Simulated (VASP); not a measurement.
# KI (Pm-3m) in VASP: equation of state, part 2 of 2

VASP 6.6.1.

## Step 4: Equation of state, PBE, 38.72 Å³/atom (volume scaled by 0.98)

Input file INCAR:

```
PREC = Accurate ; ENCUT = 520
EDIFF = 1E-7 ; ISMEAR = -1
SIGMA = 0.05 ; LREAL = F
LASPH = T ; NELM = 60
ALGO = Normal ; ISIF = 2
LWAVE = F ; LCHARG = F
GGA = PE ; NBANDS = 15
```

Input file KPOINTS:

```
regular mesh
0
Gamma
  6 6 6
```

Input file POSCAR:

```
KI
1.0
    4.2623958146      0.0000000000      0.0000000000
    0.0000000000      4.2623958146      0.0000000000
    0.0000000000      0.0000000000      4.2623958146
I K
1 1
Direct
    0.5000000000      0.5000000000      0.5000000000
    0.0000000000      0.0000000000      0.0000000000
```

Potentials or basis: VASP PAW PBE potentials, release 64 (I, K_sv).

The run is started by

```console
$ cat potpaw_PBE.64/I/POTCAR potpaw_PBE.64/K_sv/POTCAR > POTCAR
$ mpirun -np 1 vasp_std > vasp.out
```

OUTCAR:

```text
PREC = Accurate
   ENCUT = 520
   EDIFF = 1E-7
   ISMEAR = -1
   LREAL = F
   LASPH = T
   NELM = 60
   ISIF = 2
   GGA = PE

 ion  position               nearest neighbor table
   1  0.500  0.500  0.500-
   2  0.000  0.000  0.000-

  LATTYP: Found a simple cubic cell.
 ALAT       =     4.2623958146

  Lattice vectors:

 A1 = (   4.2623958146,   0.0000000000,   0.0000000000)
 A2 = (   0.0000000000,   4.2623958146,   0.0000000000)
 A3 = (   0.0000000000,   0.0000000000,   4.2623958146)

Analysis of symmetry for initial positions (statically):
=====================================================================
 Subroutine PRICEL returns:
 Original cell was already a primitive cell.

 Routine SETGRP: Setting up the symmetry group for a
 simple cubic supercell.

 Subroutine GETGRP returns: Found 48 space group operations
 (whereof 48 operations were pure point group operations)
 out of a pool of 48 trial point group operations.

The static configuration has the point symmetry O_h .

Analysis of symmetry for dynamics (positions and initial velocities):
=====================================================================
 Subroutine PRICEL returns:
 Original cell was already a primitive cell.

 Routine SETGRP: Setting up the symmetry group for a
 simple cubic supercell.

 Subroutine GETGRP returns: Found 48 space group operations
 (whereof 48 operations were pure point group operations)
 out of a pool of 48 trial point group operations.

The dynamic configuration has the point symmetry O_h .

 Subroutine INISYM returns: Found 48 space group operations
 (whereof 48 operations are pure point group operations),
 and found     1 'primitive' translations

----------------------------------------------------------------------------------------

                                     Primitive cell

  volume of cell :      77.4393

  direct lattice vectors                    reciprocal lattice vectors
     4.262395815  0.000000000  0.000000000     0.234609840  0.000000000  0.000000000
     0.000000000  4.262395815  0.000000000     0.000000000  0.234609840  0.000000000
     0.000000000  0.000000000  4.262395815     0.000000000  0.000000000  0.234609840

  length of vectors
     4.262395815  4.262395815  4.262395815     0.234609840  0.234609840  0.234609840

  position of ions in fractional coordinates (direct lattice)
     0.500000000  0.500000000  0.500000000
     0.000000000  0.000000000  0.000000000

  ion indices of the primitive-cell ions
   primitive index   ion index
                 1           1
                 2           2

----------------------------------------------------------------------------------------

 KPOINTS: regular mesh

Automatic generation of k-mesh.
 Grid dimensions read from file:
 generate k-points for:    6    6    6

 Generating k-lattice:

  Cartesian coordinates                     Fractional coordinates (reciprocal lattice)
     0.039101640  0.000000000  0.000000000     0.166666667  0.000000000  0.000000000
     0.000000000  0.039101640  0.000000000     0.000000000  0.166666667  0.000000000
     0.000000000  0.000000000  0.039101640     0.000000000  0.000000000  0.166666667

  Length of vectors
     0.039101640  0.039101640  0.039101640

  Shift w.r.t. Gamma in fractional coordinates (k-lattice)
     0.000000000  0.000000000  0.000000000

 Subroutine IBZKPT returns following result:
 ===========================================

 Found     20 irreducible k-points:

 Following reciprocal coordinates:
            Coordinates               Weight
  0.000000  0.000000  0.000000      1.000000
  0.166667  0.000000  0.000000      6.000000
  0.333333  0.000000  0.000000      6.000000
  0.500000  0.000000  0.000000      3.000000
  0.166667  0.166667  0.000000     12.000000
  0.333333  0.166667  0.000000     24.000000
[... 12 lines left out ...]
  0.500000  0.500000  0.333333      6.000000
  0.500000  0.500000  0.500000      1.000000
   k-points           NKPTS =     20   k-points in BZ     NKDIM =     20   number of bands    NBANDS=     15
   number of dos      NEDOS =    301   number of ions     NIONS =      2
   total plane-waves  NPLWV =  32768
   dimension x,y,z NGX =    32 NGY =   32 NGZ =   32
   dimension x,y,z NGXF=    64 NGYF=   64 NGZF=   64
   ions per type =               1   1
   NGX,Y,Z   is equivalent  to a cutoff of  12.48, 12.48, 12.48 a.u.
   NGXF,Y,Z  is equivalent  to a cutoff of  24.96, 24.96, 24.96 a.u.
 SYSTEM =  unknown system
   PREC   = accura    normal or accurate (medium, high low for compatibility)
   ISTART =      0    job   : 0-new  1-cont  2-samecut
   ICHARG =      2    charge: 1-file 2-atom 10-const
   ISPIN  =      1    spin polarized calculation?
   LNONCOLLINEAR =      F non collinear calculations
   LSORBIT =      F    spin-orbit coupling
   LASPH  =      T    aspherical Exc in radial PAW
   ENCUT  =  520.0 eV  38.22 Ry    6.18 a.u.   7.93  7.93  7.93*2*pi/ulx,y,z
   NELM   =     60;   NELMIN=  2; NELMDL= -5     # of ELM steps
   EDIFF  = 0.1E-06   stopping-criterion for ELM
   LREAL  =      F    real-space projection
   EDIFFG = 0.1E-05   stopping-criterion for IOM
   NSW    =      0    number of steps for IOM
   IBRION =     -1    ionic relax: 0-MD 1-quasi-New 2-CG
   NFREE  =      0    steps in history (QN), initial steepest desc. (CG)
   ISIF   =      2    stress and relaxation
   ISYM   =      2    0-nonsym 1-usesym 2-fastsym
   POTIM  = 0.5000    time-step for ionic-motion
   TEBEG  =    0.0;   TEEND  =   0.0 temperature during run
   PSTRESS=    0.0 pullay stress
   NELECT =      16.0000    total number of electrons
   NUPDOWN=      -1.0000    fix difference up-down
   EMIN   =  10.00;   EMAX   =-10.00  energy-range for DOS
   EFERMI =   0.00;   METHOD = LEGACY
   ISMEAR =    -1;   SIGMA  =   0.05  broadening in eV -4-tet -1-fermi 0-gaus
   EFERMI_NEDOS =   21; number of points for ismear=-14 and -15
   IALGO  =     38    algorithm
   IMIX   =      4    mixing-type and parameters
     AMIX     =   0.40;   BMIX     =  1.00
     AMIX_MAG =   1.60;   BMIX_MAG =  1.00
  volume/ion in A,a.u.               =      38.72       261.29
  Fermi-wavevector in a.u.,A,eV,Ry     =   0.967820  1.828914 12.744232  0.936675
  Thomas-Fermi vector in A             =   2.097737
   LORBIT       =      0    0 simple, 1 ext, 2 COOP (PROOUT), +10 PAW based schemes
   GGA     = PE    functional components
   LHFCALC =     F    Hartree Fock is set to
   AEXX    =    0.0000 exact exchange contribution
   IVDW    =     0    specifies the selected vdW correction
   LEPSILON=     F    determine dielectric tensor
   LRPA    =     F    only Hartree local field effects (RPA)
 non-spin polarized calculation
  energy-cutoff  :      520.00
  volume of cell :       77.44
 maximum number of plane-waves:      2176
 NGX is ok and might be reduce to    32
   NGX = 15   NGY = 15   NGZ = 15

 number of electron      16.0000000 magnetization

 Free energy of the ion-electron system (eV)
  ---------------------------------------------------
  ext. energy  EPLUGINS =         0.00000000
  ---------------------------------------------------
  free energy    TOTEN  =        -5.41424593 eV

  energy without entropy =       -5.41424593  energy(sigma->0) =       -5.41424593

 E-fermi :   2.1280     XC(G=0):  -7.7920

 val. band max:        1.0160047201   @ k =   0.5000   0.5000   0.0000
 cond. band min:       4.3979551045   @ k =   0.0000   0.0000   0.0000
 fundamental gap:      3.3819503844
 Fermi energy:         2.1279778901

 k-point     1 :       0.0000    0.0000    0.0000
  band No.  band energies     occupation
      1     -28.3450      2.00000
      2     -11.7986      2.00000
      3     -11.7986      2.00000
      4     -11.7986      2.00000
      5     -10.1977      2.00000
      6       0.6435      2.00000
      7       0.6435      2.00000
      8       0.6435      2.00000
      9       4.3980      0.00000
     10       5.7392      0.00000
     11       5.7392      0.00000
     12       9.4269      0.00000
     13       9.4269      0.00000
     14       9.4269      0.00000
[... 329 lines left out ...]
      2     -11.8676      2.00000
      3     -11.8676      2.00000
      4     -11.8676      2.00000
      5      -9.6471      2.00000
      6      -0.7017      2.00000
      7      -0.7017      2.00000
      8      -0.7017      2.00000
      9       6.6578      0.00000
     10       6.6578      0.00000
     11       6.6578      0.00000
     12       9.9322      0.00000
     13       9.9322      0.00000
     14       9.9322      0.00000
     15      10.2809      0.00000

------------------------ aborting loop because EDIFF is reached ----------------------------------------

  FORCE on cell =-STRESS in cart. coord.  units (eV):
  Direction    XX          YY          ZZ          XY          YZ          ZX
  --------------------------------------------------------------------------------------
  -------------------------------------------------------------------------------------
  Total        0.3947023      0.3947023      0.3947023     -0.0000000      0.0000000     -0.0000000
  in kB        8.1661801      8.1661801      8.1661801     -0.0000000      0.0000000     -0.0000000
  external PRESSURE =       8.1661801 kB  Pullay stress =       0.0000000 kB

 VOLUME and BASIS-vectors are now :
 -----------------------------------------------------------------------------
  energy-cutoff  :      520.00
  volume of cell :       77.44
      direct lattice vectors                 reciprocal lattice vectors
     4.262395815  0.000000000  0.000000000     0.234609840  0.000000000  0.000000000
     0.000000000  4.262395815  0.000000000     0.000000000  0.234609840  0.000000000
     0.000000000  0.000000000  4.262395815     0.000000000  0.000000000  0.234609840

 POSITION                                       TOTAL-FORCE (eV/Angst)
 -----------------------------------------------------------------------------------
      2.13120      2.13120      2.13120         0.000000      0.000000      0.000000
      0.00000      0.00000      0.00000         0.000000      0.000000      0.000000
 -----------------------------------------------------------------------------------
    total drift:                                0.000000      0.000000     -0.000000

  FREE ENERGIE OF THE ION-ELECTRON SYSTEM (eV)
  ---------------------------------------------------
  free  energy   TOTEN  =        -5.4142459312 eV

  energy  without entropy=       -5.4142459312  energy(sigma->0) =       -5.41424593
```

Run time: 11 s. Hardware: 1 thread of Intel Xeon 6975P-C (Granite Rapids), shared host; peak memory 0.18 GiB.

What came out:

```
Free energy            : -5.4142 eV
Pressure               : 0.8 GPa
Band gap on the k mesh : 3.38 eV, indirect (least direct gap 3.75 eV)
```

Caveat: spin-orbit coupling is left out, which moves the levels of the heavy elements.

## Step 5: Equation of state, PBE, 40.30 Å³/atom (volume scaled by 1.02)

Input file INCAR:

```
PREC = Accurate
ENCUT = 520
EDIFF = 1E-7
ISMEAR = -1
SIGMA = 0.05
LREAL = F
LASPH = T
NELM = 80
ALGO = Normal
ISIF = 2
LWAVE = F
LCHARG = F
GGA = PE
NBANDS = 15
```

Input file KPOINTS:

```
Automatic mesh
0
Gamma
  6 6 6
```

Input file POSCAR:

```
KI
1.0
    4.3196160091      0.0000000000      0.0000000000
    0.0000000000      4.3196160091      0.0000000000
    0.0000000000      0.0000000000      4.3196160091
I K
1 1
Direct
    0.5000000000      0.5000000000      0.5000000000
    0.0000000000      0.0000000000      0.0000000000
```

The run is started by

```console
$ cat potpaw_PBE.64/I/POTCAR potpaw_PBE.64/K_sv/POTCAR > POTCAR
$ mpirun -np 1 vasp_std > vasp.out
```

Run time: 8 s. Hardware: 1 thread of Intel Xeon 6975P-C (Granite Rapids), shared host; peak memory 0.18 GiB.

The run converged. Its results:

- Free energy: -5.4246 eV
- Pressure: 0.2 GPa
- Band gap on the k mesh: 3.28 eV, indirect (least direct gap 3.63 eV)

Caveat: spin-orbit coupling is left out, which moves the levels of the heavy elements.

## Step 6: Equation of state, PBE, 41.09 Å³/atom (volume scaled by 1.04)

Input file INCAR:

```
ALGO = Normal
EDIFF = 1E-7
ENCUT = 520
GGA = PE
ISIF = 2
ISMEAR = -1
LASPH = T
LCHARG = F
LREAL = F
LWAVE = F
NBANDS = 15
NELM = 60
PREC = Accurate
SIGMA = 0.05
```

Input file KPOINTS:

```
k-points
0
Gamma
  6 6 6
```

Input file POSCAR:

```
KI
1.0
    4.3476662497      0.0000000000      0.0000000000
    0.0000000000      4.3476662497      0.0000000000
    0.0000000000      0.0000000000      4.3476662497
I K
1 1
Direct
    0.5000000000      0.5000000000      0.5000000000
    0.0000000000      0.0000000000      0.0000000000
```

Potentials or basis: VASP PAW PBE potentials, release 64 (I, K_sv).

The run is started by

```console
$ cat potpaw_PBE.64/I/POTCAR potpaw_PBE.64/K_sv/POTCAR > POTCAR
$ mpirun -np 1 vasp_std > vasp.out
```

Wall time 7.5 s (1 thread of Intel Xeon 6975P-C (Granite Rapids), shared host); peak memory 0.18 GiB.

It converged, with:

- Free energy: -5.4257 eV
- Pressure: 0.0 GPa
- Band gap on the k mesh: 3.23 eV, indirect (least direct gap 3.57 eV)

Caveat: spin-orbit coupling is left out, which moves the levels of the heavy elements.

## Step 7: Equation of state, PBE, 41.88 Å³/atom (volume scaled by 1.06)

Input file INCAR:

```
PREC = Accurate ; ENCUT = 520
EDIFF = 1E-7 ; ISMEAR = -1
SIGMA = 0.05 ; LREAL = F
LASPH = T ; NELM = 100
ALGO = Normal ; ISIF = 2
LWAVE = F ; LCHARG = F
GGA = PE ; NBANDS = 15
```

Input file KPOINTS:

```
regular mesh
0
Gamma
  6 6 6
```

Input file POSCAR:

```
KI
1.0
    4.3753591381      0.0000000000      0.0000000000
    0.0000000000      4.3753591381      0.0000000000
    0.0000000000      0.0000000000      4.3753591381
I K
1 1
Direct
    0.5000000000      0.5000000000      0.5000000000
    0.0000000000      0.0000000000      0.0000000000
```

The run is started by

```console
$ cat potpaw_PBE.64/I/POTCAR potpaw_PBE.64/K_sv/POTCAR > POTCAR
$ mpirun -np 1 vasp_std > vasp.out
```

Wall time 11 s (1 thread of Intel Xeon 6975P-C (Granite Rapids), shared host); peak memory 0.2 GiB.

It converged, with:

| Item | Value |
| --- | --- |
| Free energy | -5.4244 eV |
| Pressure | -0.2 GPa |
| Band gap on the k mesh | 3.19 eV, indirect (least direct gap 3.52 eV) |

Caveat: spin-orbit coupling is left out, which moves the levels of the heavy elements.

## Step 8: Equation of state, PBE

Potentials or basis: VASP PAW PBE potentials, release 64 (I, K_sv).

No new run: the results of the series are fitted here.

What came out:

* Equilibrium volume: 41.05 Å³/atom
* Bulk modulus: 12.4 GPa
* Pressure derivative of the bulk modulus: 4.9

Energy against volume, from the lowest point:
| volume (Å³/atom) | energy (meV/atom) |
| --- | --- |
| 37.139 | 17.50 |
| 37.929 | 10.69 |
| 38.720 | 5.72 |
| 39.510 | 2.40 |
| 40.300 | 0.54 |
| 41.090 | 0.00 |
| 41.880 | 0.63 |
